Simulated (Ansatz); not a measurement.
# Te2Pt (Moncheite): properties at the relaxed cell

One table from this session's results is given with a row withheld; the runs are named, their logs left out.

The COD entry's cell or inner coordinates are ideal or old and differ from later refinements, so a difference from it is no clean test against experiment.

Method: DFT PBE+D3(BJ), scalar-relativistic, plane waves, PAW, in Ansatz 0.2.0.

2 further runs of the same task are left out: 2 set aside as unsound or not needed.

### The starting structure

Symmetry: P-3m1, No. 164, trigonal system. The conventional cell has a = 4.052 Å, b = 4.052 Å, c = 5.094 Å, α = 90.00°, β = 90.00°, γ = 120.00°. Te (site symmetry 3m) has 3 Pt at 2.71 Å as nearest neighbours. Pt (site symmetry -3m) is surrounded by 6 Te at 2.71 Å.

Coordinates:

```cif
data_structure
_symmetry_space_group_name_H-M 'P 1'
_symmetry_Int_Tables_number 1
_cell_length_a 4.0520
_cell_length_b 4.0520
_cell_length_c 5.0939
_cell_angle_alpha 90.000
_cell_angle_beta 90.000
_cell_angle_gamma 120.000
_cell_volume 72.43
loop_
_atom_site_label
_atom_site_type_symbol
_atom_site_fract_x
_atom_site_fract_y
_atom_site_fract_z
_atom_site_occupancy
Te1 Te 0.33333 0.66667 0.26715 1
Te2 Te 0.66667 0.33333 0.73285 1
Pt1 Pt 0.00000 0.00000 0.00000 1
```

It is the result of an earlier relaxation at this level (volume 24.14 Å³/atom; gap on the mesh: none (metal)).

The first run:

input.yaml reads:

```yaml
crystal:
  lattice:
    - [4.0520213436, 0.0, 0.0]
    - [-2.0260106718, 3.5091534202, 0.0]
    - [0.0, 0.0, 5.093937648]
  atoms:
    - { symbol: Te, position: [0.3333333333, 0.6666666667, 0.2671490265] }
    - { symbol: Te, position: [0.6666666667, 0.3333333333, 0.7328509735] }
    - { symbol: Pt, position: [0.0, 0.0, 0.0] }
basis:
  ecutwfc: 420
kpoints:
  mp_grid: { grid: [12, 12, 8] }
hamiltonian:
  xc: pbesol
scf:
  occupations: { method: gaussian, width: 0.1 }
output:
  forces: true
  stress: true
  eigenvalues: true
  write_density: true
  write_potential: true
  elf: true
  volumetric_format: npy
relax:
  adjacent_minimum: "off"
  f_tol: 0.005
  max_steps: 50
  cell: { stress_tol: 0.05 }
```

The run is started by

```
ansatz run input.yaml --threads 1 --pin off --max-ram 2560MiB --backend cpu --events-out ev --progress --plain --runs-dir out
```

Steps of the session up to this table: Relaxing with PBEsol; Relaxing with PBE; Relaxing with LDA.

One of the session's tables, all rows but one given; the rest of the session is left out.

It belongs to the step «Relaxed cells side by side». 

| functional | a (Å) | b (Å) | c (Å) | volume (Å³/atom) |
| --- | --- | --- | --- | --- |
| PBE+D3(BJ) | 4.052 | 4.052 | 5.094 | 24.14 |
| PBEsol | ? | ? | ? | ? |
| PBE | 4.089 | 4.089 | 5.388 | 26.00 |
| LDA | 4.020 | 4.020 | 5.090 | 23.75 |

Q: Estimate the row for PBEsol from the others.

**Answer.** a (Å): 4.046; b (Å): 4.046; c (Å): 5.133; volume (Å³/atom): 24.25. In the column «a (Å)» it lies between LDA (4.020) and PBE+D3(BJ) (4.052).
